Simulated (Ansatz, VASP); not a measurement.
**Two plane-wave programs on ZrC2**

```
Zr C
1.0
     1.77851    1.02682    3.53710
    -1.77851    1.02682    3.53710
     0.00000   -2.05365    3.53710
Zr C
1 2
Direct
  0.00000 0.00000 0.00000
  0.21410 0.21410 0.21410
  0.78590 0.78590 0.78590
```

Alike in both runs: task relaxation of cell and atoms; functional PBE; k mesh 6 × 6 × 6; occupations gaussian, width 0.1 eV; no spin polarisation.

```csv
,VASP,Ansatz
version,VASP 6.6.1,Ansatz 0.2.0
potentials or method,"VASP PAW PBE potentials, release 64 (Zr_sv, C)","scalar-relativistic, plane waves, PAW"
plane-wave cutoff (eV),600,420
valence electrons in the cell,20,20
```

|  | VASP | Ansatz | Ansatz less VASP |
| --- | --- | --- | --- |
| gap on the k mesh at the Fermi level, each at its own relaxed structure (eV) | none | none | - |
| relaxed volume (Å³/atom) | 9.70 | 9.68 | -0.021 |
| relaxed cell length with the largest relative difference (Å) | 4.601 | 4.597 | -0.0037 |
| energy change over the relaxation (meV/atom) | -905 | -907 | -1.8 |

A gap of «none» marks a metal or a gap that the smearing closes.

Caveats: the volume moved by over 15 % at a fixed basis, so the end points are rough.
